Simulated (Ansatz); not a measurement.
# CdSe (Fm-3m): scan of the energy under strain from a Python script

The task is a scan of the energy under strain, for CdSe (Fm-3m).

Program: Ansatz 0.2.0 through its Python package. Level of theory: DFT PBEsol, plane waves, PAW. These are calculated values, not measurements.

### 1 The structure

Symmetry: Fm-3m, No. 225, cubic system. The conventional cell has a = 5.748 Å, b = 5.748 Å, c = 5.748 Å, α = 90.00°, β = 90.00°, γ = 90.00°. Around Cd (site symmetry m-3m) lie 6 Se at 2.87 Å. Se (site symmetry m-3m) has 6 Cd at 2.87 Å as nearest neighbours.

The script holds or builds the structure itself.

### 2 Script

File cdse_strain.py:

```python
import logging
import sys

import ansatz as az
import matplotlib.pyplot as plt
import numpy as np

logging.basicConfig(stream=sys.stdout, format="%(levelname)s:%(name)s:%(message)s")
log = logging.getLogger("run")
log.setLevel(logging.INFO)

params = {
    "xc": "pbesol",
    "occupations": "gaussian",
    "width_ev": 0.05,
    "kgrid": (6, 6, 6),
}

vectors0 = np.array([
    [0.0, 2.873958, 2.873958],
    [2.873958, 0.0, 2.873958],
    [2.873958, 2.873958, 0.0],
])
sites = [
    ("Cd", (0.0, 0.0, 0.0)),
    ("Se", (0.5, 0.5, 0.5)),
]


def crystal_on(cell):
    crystal = az.Crystal(lattice=az.Lattice.of(cell))
    for symbol, position in sites:
        crystal = crystal.atom(symbol, position)
    return crystal


def main() -> None:
    values = np.linspace(-0.05, 0.05, 5)
    energies = []
    for d in values:
        strain = np.diag([d, d, (1 + d) ** -2 - 1])
        cell = vectors0 @ (np.eye(3) + strain)
        calculation = (
            crystal_on(cell).calculation()
            .functional(params["xc"])
            .pseudopotentials("paw")
            .basis(34 * az.Ry)
            .occupations(params["occupations"], width=params["width_ev"])
            .kpoints(*params["kgrid"])
        )
        report = calculation.run(threads=1).report
        energies.append(report["free_energy_ev"] / len(sites))
        log.info(f"d = {d:+.4f}  F = {energies[-1]:.5f} eV/atom")
    energies = np.array(energies)

    for value, e in zip(values, energies):
        log.info(f"strain {value:7.3f}   E - Emin = {1000 * (e - energies.min()):9.3f} meV/atom")
    plt.figure(figsize=(4.5, 3))
    plt.plot(values, 1000 * (energies - energies.min()), "o-")
    plt.xlabel("strain")
    plt.ylabel("meV/atom")
    plt.tight_layout()
    plt.savefig("strain.png", dpi=100)
    curvature = 2 * np.polyfit(values, energies, 3)[1]
    volume = abs(np.linalg.det(vectors0)) / len(sites)
    log.info(f"d2E/dd2 over the volume: {curvature / volume * 160.21766:.1f} GPa")


if __name__ == "__main__":
    main()
```

### 3 The input behind the calls

The engine receives this input (first run):

```yaml
crystal:
  lattice:
    - [0.0, 2.7302600999999997, 3.1844409972299172]
    - [2.7302600999999997, 0.0, 3.1844409972299172]
    - [2.7302600999999997, 2.7302600999999997, 0.0]
  atoms:
    - { symbol: Cd, position: [0.0, 0.0, 0.0] }
    - { symbol: Se, position: [0.5, 0.5, 0.5] }
basis:
  ecutwfc: 462.593566181796
kpoints:
  mp_grid:
    grid: [6, 6, 6]
hamiltonian:
  xc: pbesol
  pseudopotentials:
    kind: paw
scf:
  occupations:
    method: gaussian
    width: 0.05
```

### 4 Running it

Started as:

```console
> python cdse_strain.py
```

Without the output at hand: what should come out? Wanted: curvature under the strain; range of energy; lowest point, strain.

The runs gave:

| quantity | value |
| --- | --- |
| curvature under the strain | 342.4 GPa |
| runs compared | 5 |
| range of energy | 70.74 meV/atom |
| lowest point, strain | 0.000 |

What this shows: The curve has its lowest point inside the range, at 0.000. The ends stand 54.1 and 70.7 meV/atom above it. The curvature is positive, so the cell resists this strain. Reading the output:
- The mesh is modest for a metal, so energies can be off by several to tens of meV an atom and pressures by half a GPa or more; differences at equal mesh fare better.
- The curvature belongs to this strain pattern and to the cell's stress; it equals a single elastic constant only for simple patterns.
- In a metal a curvature from energy changes of a few meV or less hangs on mesh and smearing, in size and even in sign.
- The structure comes from a database of computed cells and needn't be a stable or known phase.
- The ions keep their fractional positions (clamped ions).
